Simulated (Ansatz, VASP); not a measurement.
**Two plane-wave programs on BeTe**

```xyz
2
Lattice="0.0000 2.7135 2.7135 2.7135 0.0000 2.7135 2.7135 2.7135 0.0000" Properties=species:S:1:pos:R:3 pbc="T T T"
Te    4.0702    4.0702    4.0702
Be    0.0000    0.0000    0.0000
```

Alike in both runs: task single point; functional LDA; k mesh 8 × 8 × 8; occupations fermi-dirac, width 0.05 eV; no spin polarisation.

|  | VASP | Ansatz |
| --- | --- | --- |
| version | VASP 6.6.1 | Ansatz 0.2.0 |
| potentials or method | VASP PAW LDA potentials, release 64 (Te, Be) | Ansatz PAW |
| plane-wave cutoff (eV) | 520 | 420 |
| valence electrons in the cell | 8 | 18 |

|  | VASP | Ansatz | Ansatz less VASP |
| --- | --- | --- | --- |
| gap on the k mesh at the Fermi level (eV) | 1.59 | 1.61 | +0.023 |
| least direct gap on the mesh (eV) | 3.48 | 3.52 | +0.042 |
| pressure (GPa) | 5.5 | 5.1 | -0.36 |

The two sets of potentials don't hold the same shells in valence.

Caveats: spin-orbit coupling is left out, which moves the levels of the heavy elements; the PAW data sets come from PBE, with cores solved anew for the run's functional, which leaves a small shift of forces and pressure (Ansatz). As with any semilocal functional, this LDA gap is likely too small. A k mesh can miss the band edges.
